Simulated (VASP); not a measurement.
Wanted: the native input for a VASP 6.6.1 run.

- Task: single point
- Functional: r2SCAN
- Potentials or basis: VASP PAW PBE potentials, release 64 (Cl, H)
- Cutoff: 520 eV
- k mesh: 1 × 1 × 1
- Occupations: fermi-dirac, width 0.05 eV
- Spin: no spin polarisation
- Dipole correction: no
- Further INCAR settings: LREAL = Auto; ALGO = Normal; EDIFF = 1e-06; NBANDS = 46

HCl:

```
Cl H
1.0
     7.41686    0.00000    0.00000
     0.00000    7.41686    0.00000
     0.00000    0.00000    7.41686
Cl H
8 8
Cartesian
  4.8212 6.0367 4.7364
  6.9043 1.0599 0.6106
  5.5938 2.0288 3.8361
  2.8448 2.2968 6.6722
  5.5349 4.6643 0.9380
  1.4079 3.7466 2.7214
  1.3782 6.5252 5.8053
  3.0163 7.2699 1.8982
  5.1778 7.2341 4.5193
  7.9220 1.8117 0.7079
  5.8574 2.0831 2.5493
  2.4547 1.2979 5.8923
  4.5539 5.4694 1.1511
  0.4448 4.6203 2.5541
  2.4808 6.1325 5.1638
  3.1172 8.1185 0.9173
```

The cell was built by a generator and needn't be a form met in nature.

The input as run:

POSCAR

```
HCl
1.0
    7.4168600000      0.0000000000      0.0000000000
    0.0000000000      7.4168600000      0.0000000000
    0.0000000000      0.0000000000      7.4168600000
Cl H
8 8
Direct
    0.6500324935      0.8139158620      0.6385990837
    0.9308925880      0.1429041400      0.0823259439
    0.7542005647      0.2735389370      0.5172134839
    0.3835585409      0.3096728265      0.8995990217
    0.7462591986      0.6288779888      0.1264686134
    0.1898242653      0.5051463827      0.3669207724
    0.1858198753      0.8797793136      0.7827166753
    0.4066815337      0.9801856850      0.2559304072
    0.6981121391      0.9753588446      0.6093279366
    1.0681069887      0.2442677899      0.0954447030
    0.7897412112      0.2808600944      0.3437168829
    0.3309621592      0.1749931912      0.7944467066
    0.6139929836      0.7374279682      0.1552004487
    0.0599714704      0.6229455592      0.3443640570
    0.3344811686      0.8268323792      0.6962245479
    0.4202856735      1.0946006801      0.1236776749
```

INCAR.step1

```
  PREC = Accurate
  ENCUT = 520
  ISMEAR = -1
  SIGMA = 0.05
  LREAL = Auto
  LASPH = True
  NELM = 100
  NBANDS = 46
  GGA = PE
  ALGO = Normal
  EDIFF = 1E-4
  LWAVE = True
  LCHARG = False
```

INCAR.step2

```
  PREC = Accurate
  ENCUT = 520
  EDIFF = 1E-6
  ISMEAR = -1
  SIGMA = 0.05
  LREAL = Auto
  LASPH = True
  NELM = 100
  ALGO = Normal
  ISIF = 2
  LWAVE = False
  LCHARG = False
  METAGGA = R2SCAN
  LMIXTAU = True
  NBANDS = 46
  ISTART = 1
```

KPOINTS

```
Automatic mesh
0
Gamma
  1 1 1
```

Potentials or basis: VASP PAW PBE potentials, release 64 (Cl, H).

Run with:

```bash
$ cat potpaw_PBE.64/Cl/POTCAR potpaw_PBE.64/H/POTCAR > POTCAR
$ cp INCAR.step1 INCAR
$ mpirun -np 1 vasp_gam > vasp.out
$ cp INCAR.step2 INCAR
$ mpirun -np 1 vasp_gam > vasp.out
```

Results of the run:

| Item | Value |
| --- | --- |
| Pressure | -0.5 GPa |
| Largest force | 1.217 eV/Å |
| Band gap on the k mesh | 6.19 eV, direct |

Caveat: the PAW data sets were made with another functional, which shifts forces and pressure a little.

It took 2.3 min on 1 thread of Intel(R) Xeon(R) Platinum 8259CL CPU @ 2.50GHz (Skylake/Cascade Lake), with other jobs on the host, peak memory 0.44 GiB.
